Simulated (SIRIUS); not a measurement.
## ZrC and the effect of the dispersion correction

Symmetry: Fm-3m, No. 225, cubic system. Conventional cell: a = 4.730 Å, b = 4.730 Å, c = 4.730 Å, α = 90.00°, β = 90.00°, γ = 90.00°. Zr (site symmetry m-3m) is surrounded by 6 C at 2.37 Å. C (site symmetry m-3m) has 6 Zr at 2.37 Å as nearest neighbours.

Kept alike: task equation of state; functional PBE; k mesh 10 × 10 × 10; occupations fermi-dirac, width 0.05 eV; no spin polarisation. Program: SIRIUS, all-electron FP-LAPW, apw+lo standard, cutoff 246 eV. The mesh is that of the run's cell of 2 atoms. No spin-orbit coupling.

```csv
dispersion correction,volume (Å³/atom),bulk modulus (GPa)
D3(zero),12.809,232.4
D3(BJ),12.757,232.1
D4,12.858,228.0
none,13.054,221.5
```

Volume and modulus come from cells scaled at fixed shape and fractions.

**Question.** What does the dispersion correction change here?

**Answer.** The volume runs from 12.757 (D3(BJ)) to 13.054 Å³/atom (none). Against no correction: D3(zero) -1.9 %; D3(BJ) -2.3 %; D4 -1.5 %. Dispersion terms mostly attract and so lower the volume; the schemes' coefficients and damping set how far. The bulk modulus runs from 221.5 (none) to 232.4 GPa (D3(zero)).
